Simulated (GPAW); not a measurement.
Input of a GPAW 26.7.0 run:

Contents of run.py:

```python
from ase.dft.bandgap import bandgap
from ase.io import read, write
from ase.units import GPa
from gpaw import GPAW, PW

atoms = read('Ag.cif')

calc = GPAW(mode=PW(1600),
            xc='LDA',
            kpts={'size': (11, 11, 11), 'gamma': True},
            occupations={'name': 'fermi-dirac', 'width': 0.05},
            setups='hgh',
            nbands=-10,
            convergence={'density': 1e-05, 'energy': 1e-05},
            maxiter=150,
            txt='gpaw.txt')
atoms.calc = calc
energy = atoms.get_potential_energy()
forces = atoms.get_forces()
stress = atoms.get_stress()
calc.write('gs.gpw')
write('result.traj', atoms)
print(f'Energy: {energy:.6f} eV')
print('Forces (eV/A):')
print(forces.round(4))
print('Stress (GPa):', (stress / GPa).round(3))
print('Fermi level:', round(calc.get_fermi_level(), 4), 'eV')
print(f'Gap: {bandgap(calc)[0]:.4f} eV, direct: {bandgap(calc, direct=True)[0]:.4f} eV')

path = atoms.cell.bandpath('GXWKGLUWLK,UX', npoints=80, eps=1e-4)
bs_calc = calc.fixed_density(kpts=path, symmetry='off', nbands=-17,
                             convergence={'bands': 'CBM+6.0', 'eigenstates': 1e-6}, txt='bands.txt')
bs = bs_calc.band_structure()
bs.write('bs.json')
print(f'Gap on the path: {bandgap(bs_calc)[0]:.4f} eV')
```

Ag.cif

```cif
data_Ag
_cell_length_a 2.88888475
_cell_length_b 2.88888475
_cell_length_c 2.88888475
_cell_angle_alpha 60.00000000
_cell_angle_beta 60.00000000
_cell_angle_gamma 60.00000000
_space_group_name_H-M_alt 'P1'
_space_group_name_Hall 'P 1'
_space_group_IT_number 1
loop_
_space_group_symop_operation_xyz
'x,y,z'
loop_
_atom_site_label
_atom_site_type_symbol
_atom_site_symmetry_multiplicity
_atom_site_Wyckoff_symbol
_atom_site_fract_x
_atom_site_fract_y
_atom_site_fract_z
_atom_site_occupancy
Ag1 Ag 1 a 0.0000000000 0.0000000000 0.0000000000 1
```

Potentials or basis: HGH pseudopotentials, pw.

Command:

```console
$ OMP_NUM_THREADS=1 python run.py
```

Question: Estimate the band gap along the path.

Answer: None (metal or under the smearing width).

Question: What does it give for the pressure?

Answer: -39.3 GPa.

Levels at the corners of the path, in eV from the Fermi level:
| point | band 1 | band 2 |
| --- | --- | --- |
| Γ | -6.63 | 17.68 |
| X | 3.53 | 6.47 |
| W | 6.85 | 6.85 |
| K | 5.27 | 6.08 |
| Γ | -6.63 | 17.68 |
| L | 0.65 | 3.04 |
| U | 5.27 | 6.08 |
| W | 6.85 | 6.85 |
| L | 0.65 | 3.04 |
| K | 5.27 | 6.08 |
| U | 5.27 | 6.08 |
| X | 3.53 | 6.47 |

Caveat: a pressure of tens of GPa on the cell as given is suspect, and the run, the potentials or the cell itself is likely at fault; HGH potentials are hard and often keep d shells in the core, so these values are rough.
